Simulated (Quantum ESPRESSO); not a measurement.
# Al2O3 (Corundum) (R-3c) in Quantum ESPRESSO: convergence with k mesh

Aim: find how far k mesh must go before the results for Al2O3 (Corundum) settle, at PBE. This setting moves, with any that are tied to it; all else stays.

Everything below comes from runs of Quantum ESPRESSO 7.5. Logs are shortened: lines on timing, memory, paths and dates and some standing lists are left out, and cuts for length are marked.

**1. The crystal as given**

The structure is trigonal, space group R-3c (No. 167). The conventional cell has a = 4.760 Å, b = 4.760 Å, c = 12.996 Å, α = 90.00°, β = 90.00°, γ = 120.00°. Around Al (site symmetry 3) lie 6 O at 1.85 to 1.97 Å. Around O (site symmetry 2) lie 4 Al at 1.85 to 1.97 Å.

**2. With k mesh 1 × 1 × 1**

Input file pw.in:

```
&CONTROL
  calculation = 'scf'
  prefix = 'pwscf'
  outdir = './tmp'
  pseudo_dir = './pseudo'
  tprnfor = .true.
  tstress = .true.
  disk_io = 'nowf'
/
&SYSTEM
  ibrav = 0
  nat = 10
  ntyp = 2
  ecutwfc = 92
  nbnd = 33
  occupations = 'smearing'
  smearing = 'mp'
  degauss = 0.00367493
/
&ELECTRONS
  conv_thr = 2d-09
  electron_maxstep = 120
  mixing_beta = 0.5
/
ATOMIC_SPECIES
Al    26.9815 Al.upf
O     15.9990 O.upf
CELL_PARAMETERS angstrom
   2.3802500000    1.3742379782    4.3318666667
  -2.3802500000    1.3742379782    4.3318666667
   0.0000000000   -2.7484759565    4.3318666667
ATOMIC_POSITIONS crystal
Al     0.8521600000    0.8521600000    0.8521600000
Al     0.6478400000    0.6478400000    0.6478400000
Al     0.1478400000    0.1478400000    0.1478400000
Al     0.3521600000    0.3521600000    0.3521600000
O      0.0566800000    0.7500000000    0.4433200000
O      0.7500000000    0.4433200000    0.0566800000
O      0.4433200000    0.0566800000    0.7500000000
O      0.9433200000    0.2500000000    0.5566800000
O      0.2500000000    0.5566800000    0.9433200000
O      0.5566800000    0.9433200000    0.2500000000
K_POINTS automatic
1 1 1 0 0 0
```

Potentials or basis: PseudoDojo 0.5 SR PBE stringent.

Launch:

```
OMP_NUM_THREADS=1 pw.x -in pw.in > pw.out
```

pw.out:

```text
This program is part of the open-source Quantum ESPRESSO suite
     for quantum simulation of materials; please cite
[... 9 lines left out ...]
     --------------------
     sticks:   dense  smooth     PW     G-vecs:    dense   smooth      PW
     Sum        2263    2263    559                68557    68557    8563

     Using Slab Decomposition

     bravais-lattice index     =            0
     lattice parameter (alat)  =       9.6947  a.u.
     unit-cell volume          =     573.7299 (a.u.)^3
     number of atoms/cell      =           10
     number of atomic types    =            2
     number of electrons       =        48.00
     number of Kohn-Sham states=           33
     kinetic-energy cutoff     =      92.0000  Ry
     charge density cutoff     =     368.0000  Ry
     scf convergence threshold =      2.0E-09
     mixing beta               =       0.5000
     number of iterations used =            8  plain     mixing
     Exchange-correlation= PBE
                           (   1   4   3   4   0   0   0)

     celldm(1)=   9.694717  celldm(2)=   0.000000  celldm(3)=   0.000000
     celldm(4)=   0.000000  celldm(5)=   0.000000  celldm(6)=   0.000000

     crystal axes: (cart. coord. in units of alat)
               a(1) = (   0.463966   0.267871   0.844382 )
               a(2) = (  -0.463966   0.267871   0.844382 )
               a(3) = (   0.000000  -0.535742   0.844382 )

     reciprocal axes: (cart. coord. in units 2 pi/alat)
               b(1) = (  1.077665  0.622190  0.394766 )
               b(2) = ( -1.077665  0.622190  0.394766 )
               b(3) = (  0.000000 -1.244380  0.394766 )

     PseudoPot. # 1 for Al read from file:
     Al.upf
     Pseudo is Norm-conserving + core correction, Zval =  3.0
     Generated using ONCVPSP code by D. R. Hamann
     Using radial grid of 1876 points,  6 beta functions with:
                l(1) =   0
                l(2) =   0
                l(3) =   1
                l(4) =   1
                l(5) =   2
                l(6) =   2

     PseudoPot. # 2 for O  read from file:
     O.upf
     Pseudo is Norm-conserving + core correction, Zval =  6.0
     Generated using ONCVPSP code by D. R. Hamann
     Using radial grid of  936 points,  5 beta functions with:
                l(1) =   0
                l(2) =   0
                l(3) =   1
                l(4) =   1
                l(5) =   2

     atomic species   valence    mass     pseudopotential
     Al                3.00    26.98150     Al( 1.00)
     O                 6.00    15.99900     O ( 1.00)

     12 Sym. Ops., with inversion, found ( 6 have fractional translation)

   Cartesian axes

     site n.     atom                  positions (alat units)
         1        Al     tau(   1) = (   0.0000000  -0.0000000   2.1586450  )
         2        Al     tau(   2) = (   0.0000000  -0.0000000   1.6410728  )
         3        Al     tau(   3) = (  -0.0000000  -0.0000000   0.3745002  )
         4        Al     tau(   4) = (   0.0000000  -0.0000000   0.8920724  )
         5        O      tau(   5) = (  -0.3216770  -0.0214190   1.0554772  )
         6        O      tau(   6) = (   0.1422891   0.2892900   1.0554772  )
         7        O      tau(   7) = (   0.1793879  -0.2678710   1.0554772  )
         8        O      tau(   8) = (   0.3216770   0.0214190   1.4776680  )
         9        O      tau(   9) = (  -0.1422891  -0.2892900   1.4776680  )
        10        O      tau(  10) = (  -0.1793879   0.2678710   1.4776680  )

     number of k points=     1  Methfessel-Paxton smearing, width (Ry)=  0.0037
                       cart. coord. in units 2pi/alat
        k(    1) = (   0.0000000   0.0000000   0.0000000), wk =   2.0000000

     Dense  grid:    68557 G-vectors     FFT dimensions: (  60,  60,  60)

     Initial potential from superposition of free atoms

     starting charge      47.9902, renormalised to      48.0000
     Starting wfcs are   40 randomized atomic wfcs

     Self-consistent Calculation

     iteration #  1     ecut=    92.00 Ry     beta= 0.50
     Davidson diagonalization with overlap
     ethr =  1.00E-02,  avg # of iterations =  3.0

     total energy              =    -218.05294547 Ry
     estimated scf accuracy    <       2.09848899 Ry

     iteration #  2     ecut=    92.00 Ry     beta= 0.50
     Davidson diagonalization with overlap
     ethr =  4.37E-03,  avg # of iterations =  2.0

     total energy              =    -218.62457535 Ry
     estimated scf accuracy    <       0.16108889 Ry

     iteration #  3     ecut=    92.00 Ry     beta= 0.50
     Davidson diagonalization with overlap
     ethr =  3.36E-04,  avg # of iterations =  5.0

     total energy              =    -218.64219041 Ry
     estimated scf accuracy    <       0.01852433 Ry

     iteration #  4     ecut=    92.00 Ry     beta= 0.50
     Davidson diagonalization with overlap
     ethr =  3.86E-05,  avg # of iterations =  3.0

     total energy              =    -218.64530030 Ry
     estimated scf accuracy    <       0.00837304 Ry

     iteration #  5     ecut=    92.00 Ry     beta= 0.50
     Davidson diagonalization with overlap
     ethr =  1.74E-05,  avg # of iterations =  2.0

     total energy              =    -218.64589265 Ry
     estimated scf accuracy    <       0.00057415 Ry

     iteration #  6     ecut=    92.00 Ry     beta= 0.50
     Davidson diagonalization with overlap
     ethr =  1.20E-06,  avg # of iterations = 19.0

     total energy              =    -218.64613135 Ry
     estimated scf accuracy    <       0.00004841 Ry

     iteration #  7     ecut=    92.00 Ry     beta= 0.50
     Davidson diagonalization with overlap
     ethr =  1.01E-07,  avg # of iterations =  2.0

     total energy              =    -218.64613231 Ry
     estimated scf accuracy    <       0.00000951 Ry

     iteration #  8     ecut=    92.00 Ry     beta= 0.50
     Davidson diagonalization with overlap
     ethr =  1.98E-08,  avg # of iterations =  2.0

     total energy              =    -218.64613304 Ry
     estimated scf accuracy    <       0.00000100 Ry

     iteration #  9     ecut=    92.00 Ry     beta= 0.50
     Davidson diagonalization with overlap
     ethr =  2.08E-09,  avg # of iterations =  4.0

     End of self-consistent calculation

          k = 0.0000 0.0000 0.0000 (  8563 PWs)   bands (ev):

   -11.3783  -9.0267  -8.7399  -8.7399  -8.4165  -8.4165   0.9032   1.8956
     2.2562   2.2562   3.3838   3.4759   3.4759   4.4892   4.8459   6.4076
     6.4076   6.5362   6.5362   7.3280   7.3280   7.7852   7.7852   7.8464
    14.0394  16.9351  18.5018  19.3127  19.3127  19.4873  20.1650  20.1650
    20.2092

     the Fermi energy is    12.5624 ev

!    total energy              =    -218.64613335 Ry
     estimated scf accuracy    <          9.3E-10 Ry
     smearing contrib. (-TS)   =       0.00000000 Ry
     internal energy E=F+TS    =    -218.64613335 Ry

     The total energy is F=E-TS. E is the sum of the following terms:
     one-electron contribution =     -35.45363486 Ry
     hartree contribution      =      53.89435136 Ry
     xc contribution           =     -60.85690353 Ry
     ewald contribution        =    -176.22994631 Ry

     convergence has been achieved in   9 iterations

     Forces acting on atoms (cartesian axes, Ry/au):

     atom    1 type  1   force =    -0.00000000   -0.00000000    0.00331821
     atom    2 type  1   force =     0.00000000   -0.00000000   -0.00331821
     atom    3 type  1   force =     0.00000000   -0.00000000   -0.00331821
     atom    4 type  1   force =    -0.00000000    0.00000000    0.00331821
     atom    5 type  2   force =     0.00872857    0.01511833    0.00000000
     atom    6 type  2   force =     0.00872857   -0.01511833   -0.00000000
     atom    7 type  2   force =    -0.01745715    0.00000000   -0.00000000
     atom    8 type  2   force =    -0.00872857   -0.01511833   -0.00000000
     atom    9 type  2   force =    -0.00872857    0.01511833    0.00000000
     atom   10 type  2   force =     0.01745715    0.00000000   -0.00000000

     Total force =     0.043273     Total SCF correction =     0.000034

     Computing stress (Cartesian axis) and pressure

          total   stress  (Ry/bohr**3)                   (kbar)     P=       41.31
   0.00022034   0.00000000  -0.00000000           32.41        0.00       -0.00
   0.00000000   0.00022034   0.00000000            0.00       32.41        0.00
   0.00000000   0.00000000   0.00040171            0.00        0.00       59.09

=------------------------------------------------------------------------------=
   JOB DONE.
=------------------------------------------------------------------------------=
```

It took 6 s on 1 thread of Arm Neoverse V2, shared host; peak memory 0.11 GiB.

What came out:

* Free energy: -2974.8322 eV
* Pressure: 4.1 GPa
* Largest force: 0.449 eV/Å
* Band gap on the k mesh: 6.19 eV, direct

**3. With k mesh 2 × 2 × 2**

pw.in, as its differences from that of step 2:

```diff
@@ -43,2 +43,2 @@
 K_POINTS automatic
-1 1 1 0 0 0
+2 2 2 0 0 0
```

Potentials or basis: PseudoDojo 0.5 SR PBE stringent.

Launch:

```
OMP_NUM_THREADS=1 pw.x -in pw.in > pw.out
```

Wall time 23 s (1 thread of Arm Neoverse V2, shared host); peak memory 0.13 GiB.

What came out:

- Free energy: -2976.3666 eV
- Pressure: 6.2 GPa
- Largest force: 0.043 eV/Å
- Band gap on the k mesh: 6.25 eV, direct

**4. With k mesh 3 × 3 × 3**

pw.in, as its differences from that of step 3:

```diff
@@ -43,2 +43,2 @@
 K_POINTS automatic
-2 2 2 0 0 0
+3 3 3 0 0 0
```

Launch:

```
OMP_NUM_THREADS=1 pw.x -in pw.in > pw.out
```

It took 33 s on 1 thread of Arm Neoverse V2, shared host; peak memory 0.14 GiB.

What came out:

* Free energy: -2976.4180 eV
* Pressure: 6.3 GPa
* Largest force: 0.054 eV/Å
* Band gap on the k mesh: 6.25 eV, direct

**5. With k mesh 4 × 4 × 4**

pw.in, as its differences from that of step 4:

```diff
@@ -43,2 +43,2 @@
 K_POINTS automatic
-3 3 3 0 0 0
+4 4 4 0 0 0
```

Launch:

```
OMP_NUM_THREADS=1 pw.x -in pw.in > pw.out
```

Run time: 65 s. Hardware: 1 thread of Arm Neoverse V2, shared host; peak memory 0.17 GiB.

It converged, with:

| Quantity | Value |
| --- | --- |
| Free energy | -2976.4199 eV |
| Pressure | 6.3 GPa |
| Largest force | 0.054 eV/Å |
| Band gap on the k mesh | 6.25 eV, direct |

**6. With k mesh 5 × 5 × 5**

pw.in, as its differences from that of step 5:

```diff
@@ -43,2 +43,2 @@
 K_POINTS automatic
-4 4 4 0 0 0
+5 5 5 0 0 0
```

Potentials or basis: PseudoDojo 0.5 SR PBE stringent.

Launch:

```
OMP_NUM_THREADS=1 pw.x -in pw.in > pw.out
```

Run time: 1.9 min. Hardware: 1 thread of Arm Neoverse V2, shared host; peak memory 0.2 GiB.

It converged, with:

```
Free energy            : -2976.4201 eV
Pressure               : 6.3 GPa
Largest force          : 0.054 eV/Å
Band gap on the k mesh : 6.25 eV, direct
```

**7. With k mesh 6 × 6 × 6**

pw.in, as its differences from that of step 6:

```diff
@@ -43,2 +43,2 @@
 K_POINTS automatic
-5 5 5 0 0 0
+6 6 6 0 0 0
```

Launch:

```
OMP_NUM_THREADS=1 pw.x -in pw.in > pw.out
```

Wall time 3.3 min (1 thread of Arm Neoverse V2, shared host); peak memory 0.26 GiB.

Results (log left out):

| Quantity | Value |
| --- | --- |
| Free energy | -2976.4201 eV |
| Pressure | 6.3 GPa |
| Largest force | 0.054 eV/Å |
| Band gap on the k mesh | 6.25 eV, direct |

**8. With k mesh 7 × 7 × 7**

pw.in, as its differences from that of step 7:

```diff
@@ -43,2 +43,2 @@
 K_POINTS automatic
-6 6 6 0 0 0
+7 7 7 0 0 0
```

Launch:

```
OMP_NUM_THREADS=1 pw.x -in pw.in > pw.out
```

Run time: 4.4 min. Hardware: 1 thread of Arm Neoverse V2, shared host; peak memory 0.3 GiB.

It converged, with:

| Item | Value |
| --- | --- |
| Free energy | -2976.4201 eV |
| Pressure | 6.3 GPa |
| Largest force | 0.054 eV/Å |
| Band gap on the k mesh | 6.25 eV, direct |

**9. Summary**

| k mesh | energy less the tightest run, at zero smearing (meV/atom) | pressure (GPa) | largest force (eV/Å) | gap on the mesh (eV) | SCF cycles | CPU time (s) | peak memory (GiB) |
| --- | --- | --- | --- | --- | --- | --- | --- |
| 1 × 1 × 1 | 158.79 | 4.13 | 0.449 | 6.193 | 9 | 6 | 0.11 |
| 2 × 2 × 2 | 5.35 | 6.23 | 0.043 | 6.252 | 10 | 23 | 0.13 |
| 3 × 3 × 3 | 0.21 | 6.33 | 0.054 | 6.255 | 10 | 33 | 0.14 |
| 4 × 4 × 4 | 0.02 | 6.34 | 0.054 | 6.255 | 9 | 65 | 0.17 |
| 5 × 5 × 5 | 0.00 | 6.34 | 0.054 | 6.255 | 11 | 110 | 0.2 |
| 6 × 6 × 6 | 0.00 | 6.34 | 0.054 | 6.255 | 11 | 200 | 0.26 |
| 7 × 7 × 7 | 0.00 | 6.34 | 0.054 | 6.255 | 10 | 260 | 0.3 |

Against the tightest run, the energy stays within 1 meV/atom from 3 × 3 × 3 on; the pressure stays within 0.1 GPa from 3 × 3 × 3 on; the largest force stays within 0.005 eV/Å from 3 × 3 × 3 on; the gap on the mesh stays within 0.01 eV from 2 × 2 × 2 on. Meshes of other sizes hit other points, so gaps and Fermi surfaces needn't settle smoothly. The tightest run that finished is the yardstick and may itself not be fully converged.

Caveats: this smearing can shift energies of a crystal with a gap; an odd mesh through Γ misses points on the zone boundary, where band edges often lie.
